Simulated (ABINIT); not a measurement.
Input of an ABINIT 10.8.3 (patched build) run:

File run.abi:

```
# Pseudopotentials
pp_dirpath "./"
pseudos "Cl.GGA_PBE-JTH.xml"

# Structure
acell 7.307530852 7.307530852 15.5146514832
rprim
     0.8132964174    -0.5818495832     0.0000000000
     0.8132964174     0.5818495832     0.0000000000
     0.0000000000     0.0000000000     1.0000000000
ntypat 1
znucl 17
natom 4
typat 1 1 1 1
xred
     0.3700000000     0.6300000000     0.4000000000
     0.1300000000     0.8700000000     0.9000000000
     0.6300000000     0.3700000000     0.6000000000
     0.8700000000     0.1300000000     0.1000000000
chkprim 0
chksymtnons 0
tolsym 1.0e-6

# Plane-wave basis
ecut 680.284656 eV
pawecutdg 47.0

# k points
kptopt 1
ngkpt 4 4 2
nshiftk 1
shiftk 0.0 0.0 0.0

# Exchange and correlation
ixc -116133

# Bands and occupations
nband 18
occopt 3
tsmear 0.05 eV

# SCF cycle
nstep 100
tolvrs 1.0e-9

# Output
iomode 3
prtwf 0
prtden 0
prteig 0
prtebands 0
enunit 1
```

Potentials or basis: JTH PAW PBE v2.0.

Launch:

```sh
$ abinit run.abi > log 2>&1
```

Question: What does it give for the pressure?

Answer: -0.9 GPa.

Question: What does it give for the largest force?

Answer: 0.171 eV/Å.

Forces in eV/Å, atoms in the order of the input:
```
Cl   0.000 -0.166  0.040
Cl   0.000  0.166  0.040
Cl   0.000  0.166 -0.040
Cl   0.000 -0.166 -0.040
```

Caveat: the k mesh is coarse (spacing up to 0.43 Å⁻¹), so the values aren't converged; the PAW data sets were made with another functional, which shifts forces and pressure a little.
